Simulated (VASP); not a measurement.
Set up this calculation in VASP 6.6.1, as the native input.

| Property | Result |
| --- | --- |
| Task | single point |
| Functional | PBE |
| Potentials or basis | VASP PAW PBE potentials, release 64 (Pb_d) |
| Cutoff | 520 eV |
| k mesh | 9 × 9 × 9 |
| Occupations | gaussian, width 0.014 eV |
| Spin | no spin polarisation |
| Further INCAR settings | ALGO = Normal; EDIFF = 1e-07 |

The structure of Pb lies in POSCAR:

```
Pb
1.0
    0.0000000000      2.4750200000      2.4750200000
    2.4750200000      0.0000000000      2.4750200000
    2.4750200000      2.4750200000      0.0000000000
Pb
1
Direct
    0.0000000000      0.0000000000      0.0000000000
```

One way to write it, as run:

INCAR

```
ALGO = Normal
EDIFF = 1E-7
ENCUT = 520
GGA = PE
ISIF = 2
ISMEAR = 0
LASPH = True
LCHARG = False
LREAL = False
LWAVE = False
NELM = 60
PREC = Accurate
SIGMA = 0.014
```

KPOINTS

```
k-points
0
Gamma
  9 9 9
```

Potentials or basis: VASP PAW PBE potentials, release 64 (Pb_d).

Launch:

```console
$ cat potpaw_PBE.64/Pb_d/POTCAR > POTCAR
$ mpirun -np 1 vasp_std > vasp.out
```

Results of the run:

```json
{
  "Pressure": "2.2 GPa",
  "Band gap on the k mesh": "none (metal or under the smearing width)"
}
```

Run time: 10 s on 1 thread of Intel(R) Xeon(R) Platinum 8488C (Sapphire Rapids) (shared host), peak memory 0.15 GiB.
